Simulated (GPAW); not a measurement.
# AlN: band structure with RPBE

**The experiment to reproduce.**

From “Structural and optical properties of self-assembled AlN nanowires grown on SiO2/Si substrates by molecular beam epitaxy”, 2024, arxiv:2402.00216, for a bulk crystal of AlN at 0 K: band gap 6.0343 eV (an exciton energy, a little under the gap).

The system is AlN.

```
CELL_PARAMETERS angstrom
3.11300 0.00000 0.00000
-1.55650 2.69594 0.00000
0.00000 0.00000 4.98100
ATOMIC_POSITIONS crystal
Al 0.66667 0.33333 0.50000
Al 0.33333 0.66667 0.00000
N 0.66667 0.33333 0.88000
N 0.33333 0.66667 0.38000
```

- Program: GPAW 26.7.0
- Task: band structure
- Functional: RPBE
- Potentials or basis: the program's PAW data sets (release 1.2.1) made for this functional
- Cutoff: 800 eV
- Basis: pw
- k mesh: 7 × 7 × 4
- Occupations: fermi-dirac, width 0.05 eV
- Spin: no spin polarisation
- Maxiter: 150
- Band path: GMKGALHA,LM,KH
- Band points: 100

```
Pressure                : 8.4 GPa
Largest force           : 0.142 eV/Å
Band gap on the k mesh  : 4.25 eV, direct
Band gap along the path : 4.25 eV, direct
```

Forces on the atoms (eV/Å):
```
Al   0.000  0.000 -0.141
Al   0.000  0.000 -0.141
N    0.000  0.000  0.142
N    0.000  0.000  0.141
```

Stress tensor (GPa, compression positive):
```
7.88 0.00 0.00
0.00 7.88 0.00
0.00 0.00 9.32
```

Levels at the corners of the path, in eV from the valence-band top:
```tsv
point	band 4	band 5	band 6	band 7	band 8	band 9	band 10	band 11	band 12
Γ	-0.83	-0.83	-0.18	-0.18	0.00	4.25	6.75	10.68	11.24
M	-4.12	-3.32	-2.06	-1.76	-0.66	5.86	5.90	8.28	10.37
K	-3.74	-3.74	-2.42	-2.37	-2.37	5.11	8.43	9.75	9.75
Γ	-0.83	-0.83	-0.18	-0.18	0.00	4.25	6.75	10.68	11.24
A	-3.31	-0.52	-0.52	-0.52	-0.52	6.52	6.52	10.44	10.44
L	-5.55	-1.44	-1.44	-1.35	-1.35	5.38	5.38	9.38	9.38
H	-4.79	-3.82	-3.82	-0.78	-0.78	7.49	7.49	7.92	7.92
A	-3.31	-0.52	-0.52	-0.52	-0.52	6.52	6.52	10.44	10.44
L	-5.55	-1.44	-1.44	-1.35	-1.35	5.38	5.38	9.38	9.38
M	-4.12	-3.32	-2.06	-1.76	-0.66	5.86	5.90	8.28	10.37
K	-3.74	-3.74	-2.42	-2.37	-2.37	5.11	8.43	9.75	9.75
H	-4.79	-3.82	-3.82	-0.78	-0.78	7.49	7.49	7.92	7.92
```

Wall time 46 s on 1 thread of Intel(R) Xeon(R) Platinum 8559C (Emerald Rapids), on a shared host, peak memory 0.35 GiB.

Against the measured gap of AlN, 6.0343 eV (an exciton energy, a little under the gap; 0 K; quoted in “Structural and optical properties of self-assembled AlN nanowires grown on SiO2/Si substrates by molecular beam epitaxy”, 2024, arxiv:2402.00216), the calculated 4.25 eV is off by -1.78 eV. 2 values of this kind are on record (6.034 to 6.0343 eV); this one was drawn at random. The value is that of RPBE, without temperature or zero-point motion. Semilocal functionals fall short of measured gaps as a rule.
